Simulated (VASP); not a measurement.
# W (Fm-3m) in VASP: a series of runs, part 2 of 2

VASP 6.6.1. The steps go on from the part before.

### Step 3. Single point, PBE (strained and moved within the space group)

INCAR

```
SYSTEM = W
ALGO = Normal
EDIFF = 1E-6
ENCUT = 520
GGA = PE
ISIF = 2
ISMEAR = 0
LASPH = .True.
LCHARG = .False.
LREAL = .False.
LWAVE = .False.
NBANDS = 13
NELM = 100
PREC = Accurate
SIGMA = 0.1
```

KPOINTS

```
k-points
0
Gamma
  18 18 18
  0 0 0
```

POSCAR

```
W
1.0
    0.0000000000      2.1013748000      2.1013748000
    2.1013748000      0.0000000000      2.1013748000
    2.1013748000      2.1013748000      0.0000000000
W
1
Direct
    0.0000000000      0.0000000000      0.0000000000
```

Potentials or basis: VASP PAW PBE potentials, release 64 (W_sv).

Launch:

```
cat potpaw_PBE.64/W_sv/POTCAR > POTCAR
mpirun -np 1 vasp_std > vasp.out
```

OUTCAR:

```text
SYSTEM = W
   EDIFF = 1E-6
   ENCUT = 520
   GGA = PE
   ISIF = 2
   ISMEAR = 0
   LASPH = .True.
   LREAL = .False.
   NELM = 100
   PREC = Accurate

 ion  position               nearest neighbor table
   1  0.000  0.000  0.000-

  LATTYP: Found a face centered cubic cell.
 ALAT       =     4.2027496000

  Lattice vectors:

 A1 = (   0.0000000000,   2.1013748000,   2.1013748000)
 A2 = (   2.1013748000,   0.0000000000,   2.1013748000)
 A3 = (   2.1013748000,   2.1013748000,   0.0000000000)

Analysis of symmetry for initial positions (statically):
=====================================================================
 Subroutine PRICEL returns:
 Original cell was already a primitive cell.

 Routine SETGRP: Setting up the symmetry group for a
 face centered cubic supercell.

 Subroutine GETGRP returns: Found 48 space group operations
 (whereof 48 operations were pure point group operations)
 out of a pool of 48 trial point group operations.

The static configuration has the point symmetry O_h .

Analysis of symmetry for dynamics (positions and initial velocities):
=====================================================================
 Subroutine PRICEL returns:
 Original cell was already a primitive cell.

 Routine SETGRP: Setting up the symmetry group for a
 face centered cubic supercell.

 Subroutine GETGRP returns: Found 48 space group operations
 (whereof 48 operations were pure point group operations)
 out of a pool of 48 trial point group operations.

The dynamic configuration has the point symmetry O_h .

 Subroutine INISYM returns: Found 48 space group operations
 (whereof 48 operations are pure point group operations),
 and found     1 'primitive' translations

----------------------------------------------------------------------------------------

                                     Primitive cell

  volume of cell :      18.5584
[... 113 lines left out ...]
   LHFCALC =     F    Hartree Fock is set to
   AEXX    =    0.0000 exact exchange contribution
   IVDW    =     0    specifies the selected vdW correction
   LEPSILON=     F    determine dielectric tensor
   LRPA    =     F    only Hartree local field effects (RPA)
 non-spin polarized calculation
 Gauss-broadening in eV      SIGMA  =   0.10
  energy-cutoff  :      520.00
  volume of cell :       18.56
 maximum number of plane-waves:       531
 NGX is ok and might be reduce to    24
   NGX = 11   NGY = 11   NGZ = 11

 number of electron      14.0000002 magnetization

 Free energy of the ion-electron system (eV)
  ---------------------------------------------------
  ext. energy  EPLUGINS =         0.00000000
  ---------------------------------------------------
  free energy    TOTEN  =       -12.28450115 eV

  energy without entropy =      -12.27681287  energy(sigma->0) =      -12.28065701

 E-fermi :   8.9002     XC(G=0): -12.7625

 val. band max:        8.8990961432   @ k =   0.2222   0.1111   0.0556
 cond. band min:       8.9014504398   @ k =   0.3333   0.3333   0.0000
 fundamental gap:      0.0023542967
 Fermi energy:         8.9001692362

 k-point     1 :       0.0000    0.0000    0.0000
  band No.  band energies     occupation
      1     -65.0418      2.00000
      2     -28.7968      2.00000
      3     -28.7968      2.00000
      4     -28.7968      2.00000
      5       0.5410      2.00000
      6       8.4498      2.00000
      7       8.4498      2.00000
      8       8.4498      2.00000
      9      11.0624      0.00000
     10      11.0624      0.00000
     11      21.4882      0.00000
     12      26.1167      0.00000
     13      26.1167      0.00000
[... 354 lines left out ...]
  band No.  band energies     occupation
      1     -65.0124      2.00000
      2     -29.1604      2.00000
      3     -28.8706      2.00000
      4     -28.8379      2.00000
      5       2.5262      2.00000
      6       7.4799      2.00000
      7       8.8054      1.81995
      8       8.9368      0.60470
      9      10.6953      0.00000
     10      11.5380      0.00000
     11      21.7214      0.00000
     12      24.4817      0.00000
     13      28.4740      0.00000

 [... further k-points ...]

------------------------ aborting loop because EDIFF is reached ----------------------------------------

  FORCE on cell =-STRESS in cart. coord.  units (eV):
  Direction    XX          YY          ZZ          XY          YZ          ZX
  --------------------------------------------------------------------------------------
  -------------------------------------------------------------------------------------
  Total       -3.0818860     -3.0818860     -3.0818860      0.0000000      0.0000000      0.0000000
  in kB     -266.0642924   -266.0642924   -266.0642924      0.0000000      0.0000000      0.0000000
  external PRESSURE =    -266.0642924 kB  Pullay stress =       0.0000000 kB

 VOLUME and BASIS-vectors are now :
 -----------------------------------------------------------------------------
  energy-cutoff  :      520.00
  volume of cell :       18.56
      direct lattice vectors                 reciprocal lattice vectors
     0.000000000  2.101374800  2.101374800    -0.237939467  0.237939467  0.237939467
     2.101374800  0.000000000  2.101374800     0.237939467 -0.237939467  0.237939467
     2.101374800  2.101374800  0.000000000     0.237939467  0.237939467 -0.237939467

 POSITION                                       TOTAL-FORCE (eV/Angst)
 -----------------------------------------------------------------------------------
      0.00000      0.00000      0.00000         0.000000      0.000000      0.000000
 -----------------------------------------------------------------------------------
    total drift:                               -0.000000      0.000000      0.000000

  FREE ENERGIE OF THE ION-ELECTRON SYSTEM (eV)
  ---------------------------------------------------
  free  energy   TOTEN  =       -12.2845011473 eV

  energy  without entropy=      -12.2768128691  energy(sigma->0) =      -12.28065701
```

OSZICAR:

```text
N       E                     dE             d eps       ncg     rms          rms(c)
DAV:   1     0.861564844180E+02    0.86156E+02   -0.74933E+03  5102   0.119E+03
DAV:   2    -0.112231302149E+02   -0.97380E+02   -0.93776E+02  5575   0.313E+02
DAV:   3    -0.130201699029E+02   -0.17970E+01   -0.17834E+01  5730   0.410E+01
DAV:   4    -0.130292012188E+02   -0.90313E-02   -0.90308E-02  5565   0.324E+00
DAV:   5    -0.130292923964E+02   -0.91178E-04   -0.91178E-04  5795   0.309E-01    0.152E+01
DAV:   6    -0.124186242087E+02    0.61067E+00   -0.57993E-01  5375   0.965E+00    0.504E+00
DAV:   7    -0.122887932811E+02    0.12983E+00   -0.23030E-01  5635   0.568E+00    0.847E-01
DAV:   8    -0.122847091316E+02    0.40841E-02   -0.44517E-03  5120   0.860E-01    0.117E-01
DAV:   9    -0.122844993106E+02    0.20982E-03   -0.27378E-04  5800   0.187E-01    0.339E-02
DAV:  10    -0.122845005339E+02   -0.12234E-05   -0.15306E-05  5335   0.466E-02    0.268E-03
DAV:  11    -0.122845011473E+02   -0.61335E-06   -0.28921E-07  3335   0.658E-03
   1 F= -.12284501E+02 E0= -.12280657E+02  d E =-.768828E-02
```

stdout:

```text
POSCAR found type information on POSCAR W
 POSCAR found :  1 types and       1 ions
 scaLAPACK will be used
 LDA part: xc-table for (Slater+PW92), standard interpolation
 POSCAR, INCAR and KPOINTS ok, starting setup
 FFT: planning ... GRIDC
 FFT: planning ... GRID_SOFT
 FFT: planning ... GRID
 WAVECAR not read
 entering main loop
```

Wall time 17 s (1 thread of Intel Xeon 6975P-C (Granite Rapids), shared host); peak memory 0.17 GiB.

What came out:

| Property | Result |
| --- | --- |
| Free energy | -12.2845 eV |
| Pressure | -26.6 GPa |
| Band gap on the k mesh | none (metal or under the smearing width) |

Caveat: so large a pressure means that the cell lies far from this level's equilibrium, or that cutoff or potentials fall short. Spin-orbit coupling is left out, which matters for the levels of W.

### Step 4. Single point, PBE (strained and moved within the space group)

INCAR

```
SYSTEM = W
PREC = Accurate
ENCUT = 520
EDIFF = 1E-6
ISMEAR = 0
SIGMA = 0.1
LREAL = .False.
LASPH = .True.
NELM = 100
ALGO = Fast
ISIF = 2
LWAVE = .False.
LCHARG = .True.
GGA = PE
LELF = .True.
LVHAR = .True.
NBANDS = 13
```

KPOINTS

```
Automatic mesh
0
Gamma
  18 18 18
  0 0 0
```

POSCAR

```
W
1.0
    0.0000000000      1.9970328000      1.9970328000
    1.9970328000      0.0000000000      1.9970328000
    1.9970328000      1.9970328000      0.0000000000
W
1
Direct
    0.0000000000      0.0000000000      0.0000000000
```

Potentials or basis: VASP PAW PBE potentials, release 64 (W_sv).

Launch:

```
cat potpaw_PBE.64/W_sv/POTCAR > POTCAR
mpirun -np 1 vasp_std > vasp.out
```

OUTCAR:

```text
SYSTEM = W
   PREC = Accurate
   ENCUT = 520
   EDIFF = 1E-6
   ISMEAR = 0
   LREAL = .False.
   LASPH = .True.
   NELM = 100
   ISIF = 2
   GGA = PE

 ion  position               nearest neighbor table
   1  0.000  0.000  0.000-

  LATTYP: Found a face centered cubic cell.
 ALAT       =     3.9940656000

  Lattice vectors:

 A1 = (   0.0000000000,   1.9970328000,   1.9970328000)
 A2 = (   1.9970328000,   0.0000000000,   1.9970328000)
 A3 = (   1.9970328000,   1.9970328000,   0.0000000000)

Analysis of symmetry for initial positions (statically):
=====================================================================
 Subroutine PRICEL returns:
 Original cell was already a primitive cell.

 Routine SETGRP: Setting up the symmetry group for a
 face centered cubic supercell.

 Subroutine GETGRP returns: Found 48 space group operations
 (whereof 48 operations were pure point group operations)
 out of a pool of 48 trial point group operations.

[... 169 lines left out ...]

 k-point     1 :       0.0000    0.0000    0.0000
  band No.  band energies     occupation
      1     -62.7118      2.00000
      2     -26.3025      2.00000
      3     -26.3025      2.00000
      4     -26.3025      2.00000
      5       1.7560      2.00000
      6      10.3088      2.00000
      7      10.3088      2.00000
      8      10.3088      2.00000
      9      13.5709      0.00000
     10      13.5709      0.00000
     11      23.7258      0.00000
     12      29.0943      0.00000
     13      29.0943      0.00000
[... 354 lines left out ...]
  band No.  band energies     occupation
      1     -62.6523      2.00000
      2     -26.9267      2.00000
      3     -26.4258      2.00000
      4     -26.3693      2.00000
      5       4.0288      2.00000
      6       9.1848      2.00000
      7      10.7338      1.97573
      8      10.8871      1.06810
      9      13.0531      0.00000
     10      14.1321      0.00000
     11      24.4478      0.00000
     12      28.0280      0.00000
     13      32.3286      0.00000

 [... further k-points ...]

------------------------ aborting loop because EDIFF is reached ----------------------------------------

  FORCE on cell =-STRESS in cart. coord.  units (eV):
  Direction    XX          YY          ZZ          XY          YZ          ZX
  --------------------------------------------------------------------------------------
  -------------------------------------------------------------------------------------
  Total        1.0257669      1.0257669      1.0257669     -0.0000000      0.0000000     -0.0000000
  in kB      103.1748053    103.1748053    103.1748053     -0.0000000      0.0000000     -0.0000000
  external PRESSURE =     103.1748053 kB  Pullay stress =       0.0000000 kB

 VOLUME and BASIS-vectors are now :
 -----------------------------------------------------------------------------
  energy-cutoff  :      520.00
  volume of cell :       15.93
      direct lattice vectors                 reciprocal lattice vectors
     0.000000000  1.997032800  1.997032800    -0.250371451  0.250371451  0.250371451
     1.997032800  0.000000000  1.997032800     0.250371451 -0.250371451  0.250371451
     1.997032800  1.997032800  0.000000000     0.250371451  0.250371451 -0.250371451

 POSITION                                       TOTAL-FORCE (eV/Angst)
 -----------------------------------------------------------------------------------
      0.00000      0.00000      0.00000         0.000000      0.000000      0.000000
 -----------------------------------------------------------------------------------
    total drift:                               -0.000000      0.000000      0.000000

  FREE ENERGIE OF THE ION-ELECTRON SYSTEM (eV)
  ---------------------------------------------------
  free  energy   TOTEN  =       -12.4578056810 eV

  energy  without entropy=      -12.4512805701  energy(sigma->0) =      -12.45454313
```

OSZICAR:

```text
N       E                     dE             d eps       ncg     rms          rms(c)
DAV:   1     0.845562453658E+02    0.84556E+02   -0.75502E+03  5094   0.123E+03
DAV:   2    -0.114588128452E+02   -0.96015E+02   -0.92677E+02  5665   0.316E+02
DAV:   3    -0.130421811213E+02   -0.15834E+01   -0.15770E+01  5665   0.394E+01
DAV:   4    -0.130485865793E+02   -0.64055E-02   -0.64053E-02  5690   0.277E+00
DAV:   5    -0.130486429618E+02   -0.56383E-04   -0.56381E-04  5685   0.242E-01    0.201E+01
RMM:   6    -0.125827782468E+02    0.46586E+00   -0.37101E-01  5474   0.575E+00    0.842E+00
RMM:   7    -0.124609435258E+02    0.12183E+00   -0.26164E-01  5507   0.484E+00    0.681E-01
RMM:   8    -0.124579006640E+02    0.30429E-02   -0.10575E-02  6249   0.113E+00    0.200E-01
RMM:   9    -0.124578066419E+02    0.94022E-04   -0.15105E-03  6087   0.469E-01    0.282E-02
RMM:  10    -0.124578130841E+02   -0.64422E-05   -0.20853E-04  6458   0.174E-01    0.132E-02
RMM:  11    -0.124578049514E+02    0.81327E-05   -0.45081E-05  6434   0.806E-02    0.609E-03
RMM:  12    -0.124578059627E+02   -0.10113E-05   -0.10082E-05  5615   0.382E-02    0.170E-03
RMM:  13    -0.124578056810E+02    0.28174E-06   -0.19140E-06  4495   0.167E-02
   1 F= -.12457806E+02 E0= -.12454543E+02  d E =-.652511E-02
```

stdout:

```text
POSCAR found type information on POSCAR W
 POSCAR found :  1 types and       1 ions
 scaLAPACK will be used
 LDA part: xc-table for (Slater+PW92), standard interpolation
 POSCAR, INCAR and KPOINTS ok, starting setup
 FFT: planning ... GRIDC
 FFT: planning ... GRID_SOFT
 FFT: planning ... GRID
 WAVECAR not read
 entering main loop
```

Wall time 18 s (1 thread of Intel Xeon 6975P-C (Granite Rapids), shared host); peak memory 0.17 GiB.

Results:

```
Free energy            : -12.4578 eV
Pressure               : 10.3 GPa
Band gap on the k mesh : none (metal or under the smearing width)
```

Levels at points of the mesh, in eV from the Fermi level:
| k point | band 3 | band 4 | band 5 | band 6 | band 7 | band 8 | band 9 | band 10 | band 11 | band 12 |
| --- | --- | --- | --- | --- | --- | --- | --- | --- | --- | --- |
| (0.00, 0.00, 0.00) | -37.20 | -37.20 | -9.14 | -0.58 | -0.58 | -0.58 | 2.68 | 2.68 | 12.83 | 18.20 |
| (0.50, 0.00, 0.00) | -37.36 | -37.36 | -5.76 | -0.82 | -0.82 | 0.74 | 5.27 | 5.27 | 10.76 | 12.48 |
| (0.50, 0.50, 0.00) | -37.65 | -37.65 | -5.69 | -4.70 | 3.23 | 5.23 | 6.03 | 6.03 | 12.01 | 12.01 |

Spin-orbit coupling is left out, which matters for the levels of W.
